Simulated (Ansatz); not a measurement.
# CoO (Fm-3m) in Ansatz: a series of runs

One crystal, CoO, is run at these levels: PBEsol; tasks: single point, equation of state.

Everything below comes from runs of Ansatz 0.2.0. Logs are shortened: lines on timing, memory, paths and dates and some standing lists are left out, and cuts for length are marked.

**1. The crystal as given**

The structure is cubic, space group Fm-3m (No. 225). Conventional cell: a = 4.263 Å, b = 4.263 Å, c = 4.263 Å, α = 90.00°, β = 90.00°, γ = 90.00°. Co (site symmetry m-3m) has 6 O at 2.13 Å as nearest neighbours. O (site symmetry m-3m) has 6 Co at 2.13 Å as nearest neighbours.

**2. Single point, PBEsol, collinear spin, ferromagnetic start, 9.10 Å³/atom (volume scaled by 0.94)**

The input, input.yaml:

```yaml
crystal:
  lattice:
    - [0.0, 2.0879877907, 2.0879877907]
    - [2.0879877907, 0.0, 2.0879877907]
    - [2.0879877907, 2.0879877907, 0.0]
  atoms:
    - { symbol: Co, position: [0.0, 0.0, 0.0], spin: 2.0 }
    - { symbol: O, position: [0.5, 0.5, 0.5] }
kpoints:
  mp_grid: { grid: [11, 11, 11] }
scf:
  occupations: { method: fermi_dirac, width: 0.05 }
hamiltonian:
  xc: pbesol
  pseudopotentials: { kind: all_electron, lapw: { basis_error: 0.001 } }
magnetization:
  spin_polarized: true
output:
  forces: true
  stress: true
  eigenvalues: true
```

Potentials or basis: all-electron LAPW, scalar-relativistic.

Command:

```bash
ansatz run input.yaml --threads 2 --pin off --max-ram 6144MiB --backend cpu --events-out ev --progress --plain --runs-dir out
```

What it wrote:

```text
Warning: RAYON_NUM_THREADS=2 ignored (pool sized by the plan → 2); use --threads N
LAPW: plane waves up to 9.934 Å⁻¹, error target 1.0e-3 eV per atom; small_component_spin mean_spin; O in spheres of 0.946 Å, 8 of its electrons in bands, Dirac shells []; Co in spheres of 1.142 Å, 17 of its electrons in bands, Dirac shells [] (how accurate: hamiltonian.pseudopotentials.lapw.basis_error, Limitations)
Engine: ansatz 0.2.0, aarch64-unknown-linux-gnu
Pseudopotentials: kind: all_electron
Pseudopotential: Co, LAPW, valence charge 17, lapw/all_electron/scalar/gaussian/Co, Koelling and Harmon's equation, gaussian nucleus
Pseudopotential: O, LAPW, valence charge 8, lapw/all_electron/scalar/gaussian/O, Koelling and Harmon's equation, gaussian nucleus
Functional definition: PBEsol
  exchange = pbesol_x
  correlation = pbesol_c
Crystal: 2 atoms, lattice volume = 18.206 Å³
Basis set: ecut = 376.00596735924637 eV, 307 PW (Γ), exchange–correlation at level 2
Bands: 18, of which v1, the nominal top of the filled ones, is band 13 counted from 1 (12 counted from 0)
Symmetry: 48 space group operations
Space group: Fm-3m (ITA 225), of the structure as read, at distance tolerance 2.6e-5 Å
Magnetic group: BNS 225.116 (UNI 1618), of the structure as read, at distance tolerance 2.6e-5 Å
k-points: 56 of 1331
Non-local potential: Co, projectors of the file, none
Non-local potential: O, projectors of the file, none
Initial density: superposition of atomic densities (chi_scale 0.1, normalization cell, long waves kept (reshape's long-wave potential 0.00 eV rms))
Starting moments: Σ|m| = 2 μB on 1 of 2 sites
Initial wavefunctions: plane waves of lowest kinetic energy (no species holds an atomic orbital)
Functional: x = pbesol(κ = 0.804, μ = 0.12345679012345678), c = pbesol(β = 0.046)
iter 1 solved again at ethr=5.58e-3 eV; its pass at ethr=1.00e-1 eV (dr2=1.39e0 eV) is discarded
SCF iter   1: F=—  HF=-39925.447757 eV  |F-HF|=—  |Δ(HF+E_count)|=         —  Δρ=6.01e-2 (↑5.83e-2 ↓6.01e-2)  dr2=1.39e0  dr2_m=2.80e-1  M=3.000 μB ∫|m|=3.002 μB  β_m=0.30  ethr=5.58e-3  ⟨swp⟩=2.0  Hψ=13183  notcnv=0
Mixer restart at iter 1: flushing history
preconditioner: auto → none  [metal: Δε(μ)=0.012 eV  Ē_g=14.567 eV  σ=0.050 eV  W_gap=0.06  n_scr=8 (ndim 8)  ℏωp=33.7 eV  f_vac=0.000  D(μ)=3.82/eV (n_scr^D=64)  sad-step TF]
SCF iter   2: F=—  HF=-39924.741699 eV  |F-HF|=—  |Δ(HF+E_count)|=   7.06e-1  Δρ=3.28e-2 (↑3.28e-2 ↓2.68e-2)  dr2=2.87e-1  dr2_m=9.02e-2  M=2.883 μB ∫|m|=2.885 μB  β_m=0.44  ethr=5.57e-3  ⟨swp⟩=2.0  Hψ=6033  notcnv=0
SCF iter   3: F=—  HF=-39924.694715 eV  |F-HF|=—  |Δ(HF+E_count)|=         —  Δρ=1.49e-2 (↑1.49e-2 ↓1.14e-2)  dr2=8.25e-2  dr2_m=1.34e-2  M=2.861 μB ∫|m|=2.868 μB  β_m=0.44  ethr=1.15e-3  ⟨swp⟩=2.0  Hψ=6016  notcnv=0
Mixer restart at iter 3: flushing history
iter 4 solved again at ethr=2.04e-5 eV; its pass at ethr=3.30e-4 eV (dr2=5.09e-3 eV) is discarded
SCF iter   4: F=—  HF=-39924.693037 eV  |F-HF|=—  |Δ(HF+E_count)|=         —  Δρ=6.05e-3 (↑6.05e-3 ↓3.14e-3)  dr2=5.08e-3  dr2_m=2.42e-3  M=2.797 μB ∫|m|=2.805 μB  β_m=0.50  ethr=2.04e-5  ⟨swp⟩=2.0  Hψ=9986  notcnv=0
the basis was enlarged: its passes take 1.8 MiB over the memory plan, 2 of 2 planned eigensolver slots
SCF iter   5: F=—  HF=-39924.703231 eV  |F-HF|=—  |Δ(HF+E_count)|=   1.02e-2  Δρ=4.63e-3 (↑4.63e-3 ↓3.50e-3)  dr2=7.69e-3  dr2_m=1.31e-3  M=2.829 μB ∫|m|=2.840 μB  β_m=0.58  ethr=2.03e-5  ⟨swp⟩=2.7  Hψ=5929  notcnv=0
SCF iter   6: F=—  HF=-39924.705041 eV  |F-HF|=—  |Δ(HF+E_count)|=   1.81e-3  Δρ=5.36e-4 (↑2.87e-4 ↓5.36e-4)  dr2=2.79e-5  dr2_m=2.22e-5  M=2.808 μB ∫|m|=2.821 μB  β_m=0.66  ethr=2.03e-5  ⟨swp⟩=2.0  Hψ=5532  notcnv=0
SCF iter   7: F=—  HF=-39924.705128 eV  |F-HF|=—  |Δ(HF+E_count)|=   8.68e-5  Δρ=1.74e-4 (↑8.66e-5 ↓1.74e-4)  dr2=6.33e-6  dr2_m=1.47e-6  M=2.809 μB ∫|m|=2.823 μB  β_m=0.65  ethr=1.12e-7  ⟨swp⟩=2.9  Hψ=5833  notcnv=0
SCF iter   8: F=—  HF=-39924.705130 eV  |F-HF|=—  |Δ(HF+E_count)|=   2.05e-6  Δρ=5.93e-5 (↑4.20e-5 ↓5.93e-5)  dr2=5.42e-7  dr2_m=3.15e-7  M=2.810 μB ∫|m|=2.824 μB  β_m=0.66  ethr=2.53e-8  ⟨swp⟩=2.6  Hψ=5699  notcnv=0
SCF iter   9: F=—  HF=-39924.705131 eV  |F-HF|=—  |Δ(HF+E_count)|=   9.61e-7  Δρ=3.81e-5 (↑1.84e-5 ↓3.81e-5)  dr2=1.91e-7  dr2_m=1.00e-7  M=2.810 μB ∫|m|=2.824 μB  β_m=0.83  ethr=2.17e-9  ⟨swp⟩=2.0  Hψ=5504  notcnv=0
SCF iter  10: F=—  HF=-39924.705131 eV  |F-HF|=—  |Δ(HF+E_count)|=   3.73e-7  Δρ=4.56e-6 (↑2.72e-6 ↓4.56e-6)  dr2=2.33e-9  dr2_m=1.81e-9  M=2.810 μB ∫|m|=2.824 μB  β_m=0.92  ethr=7.66e-10  ⟨swp⟩=2.7  Hψ=5647  notcnv=0
SCF iter  11: F=-39924.705131 eV  HF=-39924.705131 eV  |F-HF|=4.15e-10  |Δ(HF+E_count)|=   2.55e-9  Δρ=7.76e-7 (↑2.40e-7 ↓7.76e-7)  dr2=1.71e-10  dr2_m=1.92e-11  M=2.810 μB ∫|m|=2.824 μB  ethr=9.31e-12  ⟨swp⟩=3.0  Hψ=5816  notcnv=0
SCF 1 converged in 11 iterations: F = -39924.705131 eV  dr2 = 1.71e-10
SCF converged after 11 iterations
Magnetization: 2.8103 μB (13.9051 up, 11.0949 down)
Absolute magnetization: 2.8241 μB (∫|ρ↑−ρ↓|)
Spin contamination: 0.0094 ħ² per cell (⟨S²⟩ above its minimum at these occupations)
Per-site moments (μB) at R_I (Å): [(2.4838766009701754, 1.1422144491502089), (0.3050254563435275, 0.9457733104363489)]
Free energy (F): -39924.705131 eV
Harris-Foulkes:  -39924.705131 eV  (|F-HF|=4.15e-10)
Internal energy: -39924.673481 eV  (E = F + TS)
E sigma→0 (E₀):  -39924.689306 eV
Entropy (-TS):   -0.031650 eV (-15.825 meV/atom)
Fermi energy:    15.281537 eV
--- Per-component energies (eV) ---
  E_band       = -1256.030734
  E_kinetic    = 40479.377222
  E_xc         = -1817.062519
  E_electrostatic = -78586.988184  (all electrons and nuclei)
  E_smearing   = -0.031650  (= −TS)
  E_closure    = 0.000000  (closes the sum)
  E_atoms      = -39909.458948  (free atoms, spherical and without spin; not in F)
  Σ components = -39924.705131   (vs F -39924.705131, Δ=0.00e0)
  Basis errors (estimates in eV, not in F): energy 3.7e-4 per atom: plane waves 3.3e-4 (1.8e-4 summed), levels above the bands 1.9e-140, relativity 2.4e-8, radial functions 4.2e-5, core shells 1.3e-8; eigenvalues (radial functions only) 9.2e-7; not estimated: angular momenta, meshes, grids; target (lapw.basis_error) 1.0e-3; muffin-tin radii O 0.946 Å, Co 1.142 Å
--- Forces (eV/Å), atoms counted from 1 ---
  atom   1  Co    -0.00000000     0.00000000    -0.00000000
  atom   2  O      0.00000000    -0.00000000     0.00000000
  max |Σ_I F_I| component: 1.72e-29 eV/Å
--- Stress (GPa, compression-positive) ---
       -0.613487       0.000000       0.000000
        0.000000      -0.613487       0.000000
        0.000000       0.000000      -0.613487
  P = ⅓ Tr σ = -0.6135 GPa (-6.135 kbar)
--- Band table (eV; the first three rows and the last of 112) ---
  k-point 0 ↑: bands = ["-490.0160", "-81.2812", "-44.6771", "-44.6771", "-44.6771", "-5.5618", "11.7420", "11.7420", "11.7420", "11.9678", "11.9678", "12.0827", "12.0827", "12.0827", "16.3842", "31.9067", "33.5519", "33.5519"]
  k-point 1 ↑: bands = ["-490.0160", "-81.2808", "-44.6812", "-44.6777", "-44.6777", "-5.4647", "10.8782", "10.9453", "10.9453", "12.1325", "12.1325", "12.4068", "12.8180", "12.8180", "16.9617", "30.4255", "33.2974", "33.2974"]
  k-point 2 ↑: bands = ["-490.0160", "-81.2797", "-44.6919", "-44.6791", "-44.6791", "-5.1928", "9.5201", "10.1451", "10.1451", "12.3075", "12.3075", "12.6624", "13.7274", "13.7274", "18.1666", "28.3042", "32.2475", "32.2475"]
  k-point 55 ↓: bands = ["-489.7395", "-78.3541", "-41.8648", "-41.8620", "-41.8463", "-3.4514", "8.9270", "8.9921", "9.8545", "14.6657", "14.9631", "15.4437", "16.1253", "16.8555", "24.5349", "25.7048", "25.8057", "29.3168"]
```

It took 14 s on 2 threads of Arm Neoverse V1, shared host; peak memory 0.44 GiB.

Results:

```
Free energy            : -39924.7051 eV
Pressure               : -0.6 GPa
Band gap on the k mesh : none (metal or under the smearing width)
Net moment             : 2.81 μB per cell
Absolute moment        : 2.82 μB per cell
Site moments           : Co +2.48; O +0.31 μB
```

Caveat: a cell with one magnetic atom can't hold antiferromagnetic order, which such compounds often take; semilocal functionals often make such compounds metallic where correlation or magnetic order opens a gap, which also shifts bond lengths.

**3. Single point, PBEsol, collinear spin, ferromagnetic start, 9.30 Å³/atom (volume scaled by 0.96)**

input.yaml: that of step 2 with these lines changed.

```diff
@@ -2,5 +2,5 @@
   lattice:
-    - [0.0, 2.0879877907, 2.0879877907]
-    - [2.0879877907, 0.0, 2.0879877907]
-    - [2.0879877907, 2.0879877907, 0.0]
+    - [0.0, 2.1026924146, 2.1026924146]
+    - [2.1026924146, 0.0, 2.1026924146]
+    - [2.1026924146, 2.1026924146, 0.0]
   atoms:
```

Potentials or basis: all-electron LAPW, scalar-relativistic.

Command:

```bash
ansatz run input.yaml --threads 2 --pin off --max-ram 6144MiB --backend cpu --events-out ev --progress --plain --runs-dir out
```

Run time: 14 s. Hardware: 2 threads of Arm Neoverse V1, shared host; peak memory 0.43 GiB.

Results (log left out):

| Item | Value |
| --- | --- |
| Free energy | -39924.6990 eV |
| Pressure | -4.4 GPa |
| Band gap on the k mesh | none (metal or under the smearing width) |
| Net moment | 2.86 μB per cell |
| Absolute moment | 2.88 μB per cell |
| Site moments | Co +2.53; O +0.32 μB |

Caveat: a cell with one magnetic atom can't hold antiferromagnetic order, which such compounds often take; semilocal functionals often make such compounds metallic where correlation or magnetic order opens a gap, which also shifts bond lengths.

**4. Single point, PBEsol, collinear spin, ferromagnetic start, 9.49 Å³/atom (volume scaled by 0.98)**

input.yaml: that of step 3 with these lines changed.

```diff
@@ -2,5 +2,5 @@
   lattice:
-    - [0.0, 2.1026924146, 2.1026924146]
-    - [2.1026924146, 0.0, 2.1026924146]
-    - [2.1026924146, 2.1026924146, 0.0]
+    - [0.0, 2.1171941998, 2.1171941998]
+    - [2.1171941998, 0.0, 2.1171941998]
+    - [2.1171941998, 2.1171941998, 0.0]
   atoms:
```

Command:

```bash
ansatz run input.yaml --threads 2 --pin off --max-ram 6144MiB --backend cpu --events-out ev --progress --plain --runs-dir out
```

Wall time 15 s (2 threads of Arm Neoverse V1, shared host); peak memory 0.43 GiB.

Results (log left out):

- Free energy: -39924.6843 eV
- Pressure: -7.7 GPa
- Band gap on the k mesh: none (metal or under the smearing width)
- Net moment: 2.92 μB per cell
- Absolute moment: 2.93 μB per cell
- Site moments: Co +2.57; O +0.33 μB

Caveat: a cell with one magnetic atom can't hold antiferromagnetic order, which such compounds often take; semilocal functionals often make such compounds metallic where correlation or magnetic order opens a gap, which also shifts bond lengths.

**5. Single point, PBEsol, collinear spin, ferromagnetic start, 9.68 Å³/atom**

input.yaml: that of step 4 with these lines changed.

```diff
@@ -2,5 +2,5 @@
   lattice:
-    - [0.0, 2.1171941998, 2.1171941998]
-    - [2.1171941998, 0.0, 2.1171941998]
-    - [2.1171941998, 2.1171941998, 0.0]
+    - [0.0, 2.1315, 2.1315]
+    - [2.1315, 0.0, 2.1315]
+    - [2.1315, 2.1315, 0.0]
   atoms:
```

Command:

```bash
ansatz run input.yaml --threads 2 --pin off --max-ram 6144MiB --backend cpu --events-out ev --progress --plain --runs-dir out
```

Run time: 14 s. Hardware: 2 threads of Arm Neoverse V1, shared host; peak memory 0.43 GiB.

Results (log left out):

- Free energy: -39924.6618 eV
- Pressure: -10.8 GPa
- Band gap on the k mesh: none (metal or under the smearing width)
- Net moment: 2.96 μB per cell
- Absolute moment: 2.97 μB per cell
- Site moments: Co +2.60; O +0.34 μB

Caveat: a cell with one magnetic atom can't hold antiferromagnetic order, which such compounds often take; semilocal functionals often make such compounds metallic where correlation or magnetic order opens a gap, which also shifts bond lengths.

**6. Single point, PBEsol, collinear spin, ferromagnetic start, 9.88 Å³/atom (volume scaled by 1.02)**

input.yaml: that of step 5 with these lines changed.

```diff
@@ -2,5 +2,5 @@
   lattice:
-    - [0.0, 2.1315, 2.1315]
-    - [2.1315, 0.0, 2.1315]
-    - [2.1315, 2.1315, 0.0]
+    - [0.0, 2.1456163054, 2.1456163054]
+    - [2.1456163054, 0.0, 2.1456163054]
+    - [2.1456163054, 2.1456163054, 0.0]
   atoms:
```

Potentials or basis: all-electron LAPW, scalar-relativistic.

Command:

```bash
ansatz run input.yaml --threads 2 --pin off --max-ram 6144MiB --backend cpu --events-out ev --progress --plain --runs-dir out
```

It took 14 s on 2 threads of Arm Neoverse V1, shared host; peak memory 0.43 GiB.

Results (log left out):

| Property | Result |
| --- | --- |
| Free energy | -39924.6320 eV |
| Pressure | -13.8 GPa |
| Band gap on the k mesh | none (metal or under the smearing width) |
| Net moment | 2.98 μB per cell |
| Absolute moment | 3.00 μB per cell |
| Site moments | Co +2.62; O +0.34 μB |

Caveat: a cell with one magnetic atom can't hold antiferromagnetic order, which such compounds often take; semilocal functionals often make such compounds metallic where correlation or magnetic order opens a gap, which also shifts bond lengths.

**7. Single point, PBEsol, collinear spin, ferromagnetic start, 10.07 Å³/atom (volume scaled by 1.04)**

input.yaml: that of step 6 with these lines changed.

```diff
@@ -2,5 +2,5 @@
   lattice:
-    - [0.0, 2.1456163054, 2.1456163054]
-    - [2.1456163054, 0.0, 2.1456163054]
-    - [2.1456163054, 2.1456163054, 0.0]
+    - [0.0, 2.1595492692, 2.1595492692]
+    - [2.1595492692, 0.0, 2.1595492692]
+    - [2.1595492692, 2.1595492692, 0.0]
   atoms:
```

Command:

```bash
ansatz run input.yaml --threads 2 --pin off --max-ram 6144MiB --backend cpu --events-out ev --progress --plain --runs-dir out
```

It took 14 s on 2 threads of Arm Neoverse V1, shared host; peak memory 0.43 GiB.

The run converged. Its results:

```
Free energy            : -39924.5954 eV
Pressure               : -16.4 GPa
Band gap on the k mesh : none (metal or under the smearing width)
Net moment             : 2.99 μB per cell
Absolute moment        : 3.01 μB per cell
Site moments           : Co +2.63; O +0.35 μB
```

Caveat: a cell with one magnetic atom can't hold antiferromagnetic order, which such compounds often take; semilocal functionals often make such compounds metallic where correlation or magnetic order opens a gap, which also shifts bond lengths.

**8. Single point, PBEsol, collinear spin, ferromagnetic start, 10.27 Å³/atom (volume scaled by 1.06)**

input.yaml: that of step 7 with these lines changed.

```diff
@@ -2,5 +2,5 @@
   lattice:
-    - [0.0, 2.1595492692, 2.1595492692]
-    - [2.1595492692, 0.0, 2.1595492692]
-    - [2.1595492692, 2.1595492692, 0.0]
+    - [0.0, 2.173304731, 2.173304731]
+    - [2.173304731, 0.0, 2.173304731]
+    - [2.173304731, 2.173304731, 0.0]
   atoms:
```

Command:

```bash
ansatz run input.yaml --threads 2 --pin off --max-ram 6144MiB --backend cpu --events-out ev --progress --plain --runs-dir out
```

It took 14 s on 2 threads of Arm Neoverse V1, shared host; peak memory 0.43 GiB.

It converged, with:

| Property | Result |
| --- | --- |
| Free energy | -39924.5527 eV |
| Pressure | -18.9 GPa |
| Band gap on the k mesh | none (metal or under the smearing width) |
| Net moment | 3.00 μB per cell |
| Absolute moment | 3.01 μB per cell |
| Site moments | Co +2.63; O +0.35 μB |

Caveat: a cell with one magnetic atom can't hold antiferromagnetic order, which such compounds often take; semilocal functionals often make such compounds metallic where correlation or magnetic order opens a gap, which also shifts bond lengths.

**9. Equation of state, PBEsol, collinear spin, ferromagnetic start**

Potentials or basis: all-electron LAPW, scalar-relativistic.

No new run: the results of the series are fitted here.

What came out:

```
Equilibrium volume : 9.07 Å³/atom (rough: see the caveat)
Bulk modulus       : 180 GPa (rough)
```

Energy against volume, from the lowest point:
| volume (Å³/atom) | energy (meV/atom) |
| --- | --- |
| 9.103 | 0.00 |
| 9.297 | 3.06 |
| 9.490 | 10.43 |
| 9.684 | 21.68 |
| 9.878 | 36.57 |
| 10.071 | 54.85 |
| 10.265 | 76.23 |

Caveat: the fit is doubtful: noisy points or a state that changes with volume; the minimum lies outside the volumes run.
